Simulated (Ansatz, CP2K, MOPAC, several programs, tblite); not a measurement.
Energy against volume for NaF built on the CsCl prototype, at fixed shape and fractional coordinates, computed by several methods (PBE and r2SCAN, where shown, with plane waves in Ansatz); the cell shown is that of r2SCAN. The symmetry is Pm-3m (No. 221, cubic); a = 2.793 Å in the conventional setting, 10.90 Å³ an atom. Na is surrounded by 8 F at 2.42 Å; F is surrounded by 8 Na at 2.42 Å. Values at 0 K without nuclear motion; spin polarisation is off, and the phase may be a hypothetical one. Energies count from each curve's lowest point; fits are third-order Birch-Murnaghan.

```
CELL_PARAMETERS angstrom
2.79349 0.00000 0.00000
0.00000 2.79349 0.00000
0.00000 0.00000 2.79349
ATOMIC_POSITIONS crystal
Na 0.00000 0.00000 0.00000
F 0.50000 0.50000 0.50000
```

light PBE (260 eV, its own mesh), on the shape of the cell shown:
```tsv
V (Å³/atom)	E (meV/atom)
10.028	112.61
10.464	0.00
10.900	87.43
11.336	49.07
11.772	33.10
12.208	80.87
```
The points scatter about a smooth fit, as a low cutoff and a light mesh can make them, so no fit is quoted.

**Question.** PBE/DZVP (CP2K), on the shape of the cell shown, gives

| V (Å³/atom) | E (meV/atom) |
| --- | --- |
| 9.592 | 81.92 |
| 10.246 | 33.50 |
| 10.900 | 8.28 |
| 11.554 | 0.00 |
| 12.208 | 4.20 |

What equilibrium volume and bulk modulus follow?

**Answer.** V₀ = 11.63 Å³ an atom and B₀ = 52 GPa.

PM7 (MOPAC), on the shape of the cell shown, as a cluster of 54 atoms at the zone centre:
```csv
V (Å³/atom),E (meV/atom)
9.592,92.65
10.246,27.87
10.900,0.00
11.554,1.64
12.208,34.96
```
The points scatter about a smooth fit, so no fit is quoted.

PBE/SZV (CP2K), on the shape of the cell shown:
```tsv
V (Å³/atom)	E (meV/atom)
9.592	134.87
10.246	65.68
10.900	24.64
11.554	4.20
12.208	0.00
```
The lowest point is an end point, so the minimum isn't bracketed.

GFN2-xTB (tblite), on the shape of the cell shown, as a cluster of 54 atoms at the zone centre:
```tsv
V (Å³/atom)	E (meV/atom)
9.592	644.46
10.246	443.31
10.900	273.08
11.554	126.93
12.208	0.00
```
The lowest point is an end point, so the minimum isn't bracketed.
